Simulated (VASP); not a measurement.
# CoPdO2 (R-3m) in VASP: notebook

Runs on CoPdO2. Level: r2SCAN+U. Tasks: single point.

Everything below comes from runs of VASP 6.6.1. Logs are shortened: lines on timing, memory, paths and dates and some standing lists are left out, and cuts for length are marked.

### Step 1. The structure

It takes space group R-3m (No. 166, trigonal). Conventional cell: a = 2.823 Å, b = 2.823 Å, c = 17.741 Å, α = 90.00°, β = 90.00°, γ = 120.00°. Pd (site symmetry -3m) has 2 O at 1.99 Å as nearest neighbours. Around Co (site symmetry -3m) lie 6 O at 1.90 Å. O (site symmetry 3m) has 3 Co at 1.90 Å and 1 Pd at 1.99 Å as nearest neighbours.

### Step 2. Single point, r2SCAN+U, collinear spin, zero start

Input file POSCAR:

```
CoPdO2
1.0
    1.4114102600      0.8148773400      5.9135361200
   -1.4114102600      0.8148773400      5.9135361200
    0.0000000000     -1.6297546800      5.9135361200
Pd Co O
1 1 2
Direct
    0.0000000000      0.0000000000      0.0000000000
    0.5000000000      0.5000000000      0.5000000000
    0.1121500000      0.1121500000      0.1121500000
    0.8878500000      0.8878500000      0.8878500000
```

Input file INCAR.step1:

```
SYSTEM = CoPdO2
  ALGO = Normal
  EDIFF = 1E-4
  ENCUT = 520
  GGA = PE
  ISMEAR = -1
  ISPIN = 2
  LASPH = .TRUE.
  LCHARG = .FALSE.
  LDAU = .TRUE.
  LDAUJ = 0 0 0
  LDAUL = 2 2 -1
  LDAUTYPE = 2
  LDAUU = 0.53 6.43 0
  LMAXMIX = 4
  LREAL = .FALSE.
  LWAVE = .TRUE.
  MAGMOM = 0 0 0 0
  NBANDS = 28
  NELM = 150
  PREC = Accurate
  SIGMA = 0.1317
```

Input file INCAR.step2:

```
SYSTEM = CoPdO2
  ALGO = Normal
  EDIFF = 1E-6
  ENCUT = 520
  ISIF = 2
  ISMEAR = -1
  ISPIN = 2
  ISTART = 1
  LASPH = .TRUE.
  LCHARG = .FALSE.
  LDAU = .TRUE.
  LDAUJ = 0 0 0
  LDAUL = 2 2 -1
  LDAUPRINT = 1
  LDAUTYPE = 2
  LDAUU = 0.53 6.43 0
  LMAXMIX = 4
  LMIXTAU = .TRUE.
  LORBIT = 11
  LREAL = .FALSE.
  LWAVE = .FALSE.
  MAGMOM = 0 0 0 0
  METAGGA = R2SCAN
  NBANDS = 28
  NELM = 150
  PREC = Accurate
  SIGMA = 0.1317
```

Input file KPOINTS:

```
k-points
0
G
  7 7 7
  0 0 0
```

Potentials or basis: VASP PAW PBE potentials, release 64 (Pd, Co, O).

Started as:

```bash
$ cat potpaw_PBE.64/Pd/POTCAR potpaw_PBE.64/Co/POTCAR potpaw_PBE.64/O/POTCAR > POTCAR
$ cp INCAR.step1 INCAR
$ mpirun -np 1 vasp_std > vasp.out
$ cp INCAR.step2 INCAR
$ mpirun -np 1 vasp_std > vasp.out
```

OUTCAR:

```text
SYSTEM = CoPdO2
   EDIFF = 1E-6
   ENCUT = 520
   ISIF = 2
   ISMEAR = -1
   ISPIN = 2
   ISTART = 1
   LASPH = .TRUE.
   LORBIT = 11
   LREAL = .FALSE.
   METAGGA = R2SCAN
   NELM = 150
   PREC = Accurate

 ion  position               nearest neighbor table
   1  0.000  0.000  0.000-   3 1.99   4 1.99
   2  0.500  0.500  0.500-   3 1.90   4 1.90   3 1.90   3 1.90   4 1.90   4 1.90
   3  0.112  0.112  0.112-   2 1.90   2 1.90   2 1.90   1 1.99
   4  0.888  0.888  0.888-   2 1.90   2 1.90   2 1.90   1 1.99

  LATTYP: Found a trigonal (rhomboedric) cell.
 ALAT       =     6.1340046824
 COS(alpha) =     0.8941116138

  Lattice vectors:

 A1 = (   1.4114102600,   0.8148773400,   5.9135361200)
 A2 = (  -1.4114102600,   0.8148773400,   5.9135361200)
 A3 = (   0.0000000000,  -1.6297546800,   5.9135361200)

Analysis of symmetry for initial positions (statically):
=====================================================================
 Subroutine PRICEL returns:
 Original cell was already a primitive cell.

 Routine SETGRP: Setting up the symmetry group for a
 trigonal (rhombohedral) supercell.

 Subroutine GETGRP returns: Found 12 space group operations
 (whereof 12 operations were pure point group operations)
 out of a pool of 12 trial point group operations.

The static configuration has the point symmetry D_3d.

Analysis of symmetry for dynamics (positions and initial velocities):
=====================================================================
 Subroutine PRICEL returns:
 Original cell was already a primitive cell.

 Routine SETGRP: Setting up the symmetry group for a
 trigonal (rhombohedral) supercell.

 Subroutine GETGRP returns: Found 12 space group operations
 (whereof 12 operations were pure point group operations)
 out of a pool of 12 trial point group operations.

The dynamic configuration has the point symmetry D_3d.

Analysis of structural, dynamic, and magnetic symmetry:
=====================================================================
 Subroutine PRICEL returns:
 Original cell was already a primitive cell.

 Routine SETGRP: Setting up the symmetry group for a
 trigonal (rhombohedral) supercell.

 Subroutine GETGRP returns: Found 12 space group operations
 (whereof 12 operations were pure point group operations)
 out of a pool of 12 trial point group operations.

The overall configuration has the point symmetry D_3d.

 Subroutine INISYM returns: Found 12 space group operations
 (whereof 12 operations are pure point group operations),
 and found     1 'primitive' translations

----------------------------------------------------------------------------------------

                                     Primitive cell

  volume of cell :      40.8079

  direct lattice vectors                    reciprocal lattice vectors
     1.411410260  0.814877340  5.913536120     0.354255608  0.204529760  0.056367853
    -1.411410260  0.814877340  5.913536120    -0.354255608  0.204529760  0.056367853
     0.000000000 -1.629754680  5.913536120     0.000000000 -0.409059520  0.056367853

  length of vectors
     6.134004682  6.134004682  6.134004382     0.412924682  0.412924682  0.412924964

  position of ions in fractional coordinates (direct lattice)
     0.000000000  0.000000000  0.000000000
     0.500000000  0.500000000  0.500000000
     0.112150000  0.112150000  0.112150000
     0.887850000  0.887850000  0.887850000

  ion indices of the primitive-cell ions
   primitive index   ion index
                 1           1
                 2           2
                 3           3
                 4           4

----------------------------------------------------------------------------------------

 KPOINTS: k-points

Automatic generation of k-mesh.
 Grid dimensions read from file:
[... 93 lines left out ...]
   J (eV)           for each species LDAUJ =   0.0  0.0  0.0
   METAGGA = R2SCAN    functional components
   LHFCALC =     F    Hartree Fock is set to
   AEXX    =    0.0000 exact exchange contribution
   IVDW    =     0    specifies the selected vdW correction
   LEPSILON=     F    determine dielectric tensor
   LRPA    =     F    only Hartree local field effects (RPA)
 spin polarized calculation
  energy-cutoff  :      520.00
  volume of cell :       40.81
 maximum number of plane-waves:      1108
 NGX is ok and might be reduce to    48
   NGX = 23   NGY = 23   NGZ = 23

 number of electron      31.0000001 magnetization      -0.0000001

atom =   1  type =  1  l = 2

 onsite density matrix

spin component  1

  0.8900  0.0000  0.0000 -0.0041  0.0000
  0.0000  0.9415  0.0000 -0.0000 -0.0041
  0.0000  0.0000  0.6036  0.0000 -0.0000
 -0.0041 -0.0000  0.0000  0.9415 -0.0000
  0.0000 -0.0041 -0.0000 -0.0000  0.8900

spin component  2

  0.8900  0.0000  0.0000 -0.0041  0.0000
  0.0000  0.9415  0.0000  0.0000 -0.0041
  0.0000  0.0000  0.6036  0.0000 -0.0000
 -0.0041  0.0000  0.0000  0.9415 -0.0000
  0.0000 -0.0041 -0.0000 -0.0000  0.8900

 occupancies and eigenvectors

  o =  0.6036  v =  0.0000  0.0000  0.0000  0.0000  0.0000 -0.0000  0.0000  1.0000 -0.0000  0.0000      0.0000  0.0000  0.0000  0.0000  0.0000  0.0000  0.0000  0.0000  0.0000  0.0000
  o =  0.6036  v = -0.0000  0.0000  1.0000 -0.0000  0.0000  0.0000  0.0000  0.0000  0.0000  0.0000      0.0000  0.0000  0.0000  0.0000  0.0000  0.0000  0.0000  0.0000  0.0000  0.0000
  o =  0.8896  v = -0.0000 -0.0783  0.0000 -0.0000 -0.9969  0.0000  0.0000  0.0000  0.0000  0.0000      0.0000  0.0000  0.0000  0.0000  0.0000  0.0000  0.0000  0.0000  0.0000  0.0000
  o =  0.8896  v =  0.9969 -0.0000  0.0000  0.0783 -0.0000  0.0000  0.0000  0.0000  0.0000  0.0000      0.0000  0.0000  0.0000  0.0000  0.0000  0.0000  0.0000  0.0000  0.0000  0.0000
  o =  0.8896  v =  0.0000  0.0000  0.0000  0.0000  0.0000 -0.0000 -0.0783  0.0000 -0.0000 -0.9969      0.0000  0.0000  0.0000  0.0000  0.0000  0.0000  0.0000  0.0000  0.0000  0.0000
  o =  0.8896  v =  0.0000  0.0000  0.0000  0.0000  0.0000  0.9969 -0.0000  0.0000  0.0783 -0.0000      0.0000  0.0000  0.0000  0.0000  0.0000  0.0000  0.0000  0.0000  0.0000  0.0000
  o =  0.9418  v = -0.0000 -0.9969 -0.0000  0.0000  0.0783  0.0000  0.0000  0.0000  0.0000  0.0000      0.0000  0.0000  0.0000  0.0000  0.0000  0.0000  0.0000  0.0000  0.0000  0.0000
  o =  0.9418  v =  0.0000  0.0000  0.0000  0.0000  0.0000 -0.0000 -0.9969 -0.0000  0.0000  0.0783      0.0000  0.0000  0.0000  0.0000  0.0000  0.0000  0.0000  0.0000  0.0000  0.0000
  o =  0.9418  v = -0.0783  0.0000  0.0000  0.9969 -0.0000  0.0000  0.0000  0.0000  0.0000  0.0000      0.0000  0.0000  0.0000  0.0000  0.0000  0.0000  0.0000  0.0000  0.0000  0.0000
  o =  0.9418  v =  0.0000  0.0000  0.0000  0.0000  0.0000 -0.0783  0.0000  0.0000  0.9969 -0.0000      0.0000  0.0000  0.0000  0.0000  0.0000  0.0000  0.0000  0.0000  0.0000  0.0000

atom =   2  type =  2  l = 2

 onsite density matrix

spin component  1

  0.7763 -0.0000  0.0000  0.3008 -0.0000
 -0.0000  0.5641 -0.0000 -0.0000  0.3008
  0.0000 -0.0000  0.9867  0.0000 -0.0000
  0.3008 -0.0000  0.0000  0.5641  0.0000
 -0.0000  0.3008 -0.0000  0.0000  0.7763

spin component  2

  0.7763 -0.0000  0.0000  0.3008 -0.0000
 -0.0000  0.5641 -0.0000 -0.0000  0.3008
  0.0000 -0.0000  0.9867  0.0000 -0.0000
  0.3008 -0.0000  0.0000  0.5641  0.0000
 -0.0000  0.3008 -0.0000  0.0000  0.7763

 occupancies and eigenvectors

  o =  0.3512  v =  0.0000  0.0000  0.0000  0.0000  0.0000  0.0000 -0.8162  0.0000 -0.0000  0.5777      0.0000  0.0000  0.0000  0.0000  0.0000  0.0000  0.0000  0.0000  0.0000  0.0000
  o =  0.3512  v = -0.0000 -0.8162  0.0000  0.0000  0.5777  0.0000  0.0000  0.0000  0.0000  0.0000      0.0000  0.0000  0.0000  0.0000  0.0000  0.0000  0.0000  0.0000  0.0000  0.0000
  o =  0.3512  v =  0.0000  0.0000  0.0000  0.0000  0.0000  0.5777  0.0000 -0.0000 -0.8162  0.0000      0.0000  0.0000  0.0000  0.0000  0.0000  0.0000  0.0000  0.0000  0.0000  0.0000
  o =  0.3512  v = -0.5777  0.0000 -0.0000  0.8162 -0.0000  0.0000  0.0000  0.0000  0.0000  0.0000      0.0000  0.0000  0.0000  0.0000  0.0000  0.0000  0.0000  0.0000  0.0000  0.0000
  o =  0.9867  v =  0.0000  0.0000  0.0000  0.0000  0.0000  0.0000 -0.0002 -1.0000  0.0000 -0.0003      0.0000  0.0000  0.0000  0.0000  0.0000  0.0000  0.0000  0.0000  0.0000  0.0000
  o =  0.9867  v = -0.0000  0.0002  1.0000 -0.0000  0.0003  0.0000  0.0000  0.0000  0.0000  0.0000      0.0000  0.0000  0.0000  0.0000  0.0000  0.0000  0.0000  0.0000  0.0000  0.0000
  o =  0.9892  v =  0.0000  0.0000  0.0000  0.0000  0.0000  0.0000 -0.5777  0.0003 -0.0000 -0.8162      0.0000  0.0000  0.0000  0.0000  0.0000  0.0000  0.0000  0.0000  0.0000  0.0000
  o =  0.9892  v =  0.0000 -0.5777  0.0003  0.0000 -0.8162  0.0000  0.0000  0.0000  0.0000  0.0000      0.0000  0.0000  0.0000  0.0000  0.0000  0.0000  0.0000  0.0000  0.0000  0.0000
  o =  0.9892  v =  0.0000  0.0000  0.0000  0.0000  0.0000 -0.8162  0.0000 -0.0000 -0.5777  0.0000      0.0000  0.0000  0.0000  0.0000  0.0000  0.0000  0.0000  0.0000  0.0000  0.0000
  o =  0.9892  v =  0.8162  0.0000 -0.0000  0.5777  0.0000  0.0000  0.0000  0.0000  0.0000  0.0000      0.0000  0.0000  0.0000  0.0000  0.0000  0.0000  0.0000  0.0000  0.0000  0.0000

 number of electron      31.0000001 magnetization       0.0000001

 Free energy of the ion-electron system (eV)
  ---------------------------------------------------
  ext. energy  EPLUGINS =         0.00000000
  ---------------------------------------------------
  free energy    TOTEN  =       -48.57936574 eV

  energy without entropy =      -48.52167351  energy(sigma->0) =      -48.55051962

 E-fermi :   7.8967     XC(G=0): -13.3304

 val. band max:        7.8757018156   @ k =  -0.1429   0.2857   0.1429
 cond. band min:       7.9388451080   @ k =   0.4286   0.1429  -0.0000
 fundamental gap:      0.0631432924
 Fermi energy:         7.8967242285

 spin component 1

 k-point     1 :       0.0000    0.0000    0.0000
  band No.  band energies     occupation
      1     -14.2519      1.00000
      2     -12.3429      1.00000
      3      -1.6771      1.00000
      4       0.9771      1.00000
      5       0.9771      1.00000
      6       2.4343      1.00000
[... 1433 lines left out ...]
     26      25.9890      0.00000
     27      27.7876      0.00000

 [... further k-points ...]

 [bands above 27 left out]

------------------------ aborting loop because EDIFF is reached ----------------------------------------

  FORCE on cell =-STRESS in cart. coord.  units (eV):
  Direction    XX          YY          ZZ          XY          YZ          ZX
  --------------------------------------------------------------------------------------
  -------------------------------------------------------------------------------------
  Total        0.4689026      0.4689018      0.9498291      0.0000000      0.0000000     -0.0000000
  in kB       18.4098073     18.4097733     37.2916876      0.0000000      0.0000000     -0.0000000
  external PRESSURE =      24.7037561 kB  Pullay stress =       0.0000000 kB

 VOLUME and BASIS-vectors are now :
 -----------------------------------------------------------------------------
  energy-cutoff  :      520.00
  volume of cell :       40.81
      direct lattice vectors                 reciprocal lattice vectors
     1.411410260  0.814877340  5.913536120     0.354255608  0.204529760  0.056367853
    -1.411410260  0.814877340  5.913536120    -0.354255608  0.204529760  0.056367853
     0.000000000 -1.629754680  5.913536120     0.000000000 -0.409059520  0.056367853

 POSITION                                       TOTAL-FORCE (eV/Angst)
 -----------------------------------------------------------------------------------
      0.00000      0.00000      0.00000        -0.000000      0.000000      0.000000
      0.00000      0.00000      8.87030         0.000000      0.000000      0.000000
      0.00000      0.00000      1.98961        -0.000000     -0.000000     -0.078925
      0.00000      0.00000     15.75100        -0.000000      0.000000      0.078925
 -----------------------------------------------------------------------------------
    total drift:                               -0.000000     -0.000000      0.000000

  FREE ENERGIE OF THE ION-ELECTRON SYSTEM (eV)
  ---------------------------------------------------
  free  energy   TOTEN  =       -48.5793657378 eV

  energy  without entropy=      -48.5216735111  energy(sigma->0) =      -48.55051962

 total charge

# of ion       s       p       d       tot
------------------------------------------
    1        0.502   0.468   8.492   9.462
    2        0.447   0.707   7.298   8.451
    3        1.562   3.513   0.000   5.075
    4        1.562   3.513   0.000   5.075
--------------------------------------------------
tot          4.073   8.202  15.790  28.065

 magnetization (x)

# of ion       s       p       d       tot
------------------------------------------
    1        0.000   0.000   0.000   0.000
    2        0.000   0.000   0.000   0.000
    3       -0.000  -0.000   0.000  -0.000
    4       -0.000  -0.000   0.000  -0.000
--------------------------------------------------
tot          0.000  -0.000   0.000   0.000
```

Run time: 15 min. Hardware: 1 thread of Intel Xeon Platinum 8488C (Sapphire Rapids), shared host; peak memory 0.5 GiB.

What came out:

| Item | Value |
| --- | --- |
| Free energy | -48.5794 eV |
| Pressure | 2.5 GPa |
| Largest force | 0.079 eV/Å |
| Band gap on the k mesh | none (metal or under the smearing width) |
| Net moment | 0.00 μB per cell |
| Valence electrons inside the program's atomic spheres | Pd 9.46; Co 8.45; O 5.08 |

Forces on the atoms (eV/Å):
```
Pd   0.000  0.000  0.000
Co   0.000  0.000  0.000
O    0.000  0.000 -0.079
O    0.000  0.000  0.079
```

Levels at points of the mesh, in eV from the Fermi level:
Spin up:
```
           k point  band 12  band 13  band 14  band 15  band 16  band 17  band 18  band 19  band 20  band 21
(0.00, 0.00, 0.00)    -3.03    -2.88    -2.88    -1.89    -1.89     2.65     2.65     3.29     7.01    10.01
```
Spin down:
```tsv
k point	band 14	band 15	band 16	band 17	band 18	band 19
(0.00, 0.00, 0.00)	-2.88	-1.89	-1.89	2.65	2.65	3.29
```

Eigenvalues of the final occupation matrices:
| site | spin | trace | eigenvalues |
| --- | --- | --- | --- |
| site 1 d | 1 | 4.27 | 0.60 0.89 0.89 0.94 0.94 |
| site 1 d | 2 | 4.27 | 0.60 0.89 0.89 0.94 0.94 |
| site 2 d | 1 | 3.67 | 0.35 0.35 0.99 0.99 0.99 |
| site 2 d | 2 | 3.67 | 0.35 0.35 0.99 0.99 0.99 |

Caveat: the k mesh is coarse (spacing up to 0.37 Å⁻¹), so the values aren't converged; the PAW data sets were made with another functional, which shifts forces and pressure a little.

### Step 3. Single point, r2SCAN+U, collinear spin, typed start

POSCAR is that of step 2.

Input file INCAR.step1:

```
PREC = Accurate ; ENCUT = 520
ISMEAR = -1 ; SIGMA = 0.1317
LREAL = False ; LASPH = True
NELM = 150 ; ISPIN = 2
MAGMOM = 5 -2.49 0 0 ; LMAXMIX = 4
LDAU = True ; LDAUTYPE = 2
LDAUL = 2 2 -1 ; LDAUU = 0.53 6.43 0
LDAUJ = 0 0 0 ; NBANDS = 28
GGA = PE ; ALGO = Normal
EDIFF = 1E-4 ; LWAVE = True
LCHARG = False
```

Input file INCAR.step2:

```
PREC = Accurate ; ENCUT = 520
EDIFF = 1E-7 ; ISMEAR = -1
SIGMA = 0.1317 ; LREAL = False
LASPH = True ; NELM = 150
ALGO = Normal ; ISIF = 2
LWAVE = False ; LCHARG = False
ISPIN = 2 ; MAGMOM = 5 -2.49 0 0
LORBIT = 11 ; LMAXMIX = 4
LDAU = True ; LDAUTYPE = 2
LDAUL = 2 2 -1 ; LDAUU = 0.53 6.43 0
LDAUJ = 0 0 0 ; LDAUPRINT = 1
METAGGA = R2SCAN ; LMIXTAU = True
NBANDS = 28 ; ISTART = 1
```

Input file KPOINTS:

```
regular mesh
0
Gamma
  7 7 7
```

Potentials or basis: VASP PAW PBE potentials, release 64 (Pd, Co, O).

Started as:

```bash
$ cat potpaw_PBE.64/Pd/POTCAR potpaw_PBE.64/Co/POTCAR potpaw_PBE.64/O/POTCAR > POTCAR
$ cp INCAR.step1 INCAR
$ mpirun -np 1 vasp_std > vasp.out
$ cp INCAR.step2 INCAR
$ mpirun -np 1 vasp_std > vasp.out
```

Run time: 18 min. Hardware: 1 thread of Intel Xeon Platinum 8488C (Sapphire Rapids), shared host; peak memory 0.51 GiB.

Results (log left out):

```
Free energy                                           : -48.7988 eV
Pressure                                              : 20.1 GPa
Largest force                                         : 2.254 eV/Å
Band gap on the k mesh                                : none (metal or under the smearing width)
Net moment                                            : -2.14 μB per cell
Site moments                                          : Pd +0.03; Co -2.54; O +0.15 μB
Valence electrons inside the program's atomic spheres : Pd 9.42; Co 8.45; O 5.09
```

Forces in eV/Å, atoms in the order of the input:
```
Pd   0.000  0.000  0.000
Co   0.000  0.000  0.000
O    0.000  0.000 -2.254
O    0.000  0.000  2.254
```

Stress tensor (GPa, compression positive):
```
24.64  0.00  0.00
 0.00 24.64  0.00
 0.00  0.00 10.94
```

Levels at points of the mesh, in eV from the Fermi level:
Spin up:
```
           k point  band 10  band 11  band 12  band 13  band 14  band 15  band 16  band 17  band 18  band 19
(0.00, 0.00, 0.00)    -2.98    -2.98    -2.27    -2.27    -1.58    -1.58     3.16     5.16     6.13     6.13
```
Spin down:
```csv
k point,band 14,band 15,band 16,band 17,band 18,band 19
"(0.00, 0.00, 0.00)",-2.20,-1.82,-1.82,0.93,0.93,3.65
```

Eigenvalues of the final occupation matrices:
| site | spin | trace | eigenvalues |
| --- | --- | --- | --- |
| site 1 d | 1 | 4.27 | 0.58 0.89 0.89 0.96 0.96 |
| site 1 d | 2 | 4.23 | 0.66 0.89 0.89 0.90 0.90 |
| site 2 d | 1 | 2.43 | 0.04 0.21 0.21 0.99 0.99 |
| site 2 d | 2 | 4.91 | 0.97 0.97 0.99 0.99 0.99 |

Caveat: the k mesh is coarse (spacing up to 0.37 Å⁻¹), so the values aren't converged; the PAW data sets were made with another functional, which shifts forces and pressure a little; a cell with one magnetic atom can't hold antiferromagnetic order, which such compounds often take.
